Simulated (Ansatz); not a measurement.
The system is LiH.

```
Li H
1.0
     0.00000    2.03675    2.03675
     2.03675    0.00000    2.03675
     2.03675    2.03675    0.00000
Li H
1 1
Direct
  0.00000 0.00000 0.00000
  0.50000 0.50000 0.50000
```

Base run:

```yaml
Program: Ansatz 0.2.0
Functional: LDA
Potentials_or_basis: Ansatz PAW
Cutoff: "420 eV (not typed: the program's choice for these potentials)"
k_mesh: 11 × 11 × 11
Occupations: fermi-dirac, width 0.05 eV
Spin: no spin polarisation
```

Its results: band gap on the k mesh 2.85 eV, direct; pressure -4.1 GPa.

Q: After a change of settings the same cell gave: band gap on the k mesh 2.97 eV, direct; pressure -2.3 GPa. Which change was it?
A. functional from LDA to r2SCAN; cutoff from 420 eV (not typed: the program's choice for these potentials) to 500 eV (not typed: the program's choice for these potentials)
B. functional from LDA to PBE
C. functional from LDA to PBEsol

A: C.

PBEsol binds less tightly than LDA, so the same cell stands under more pressure.

Caveats: the k mesh misses the band edges, so the gap on the mesh is wider than the one along the path.
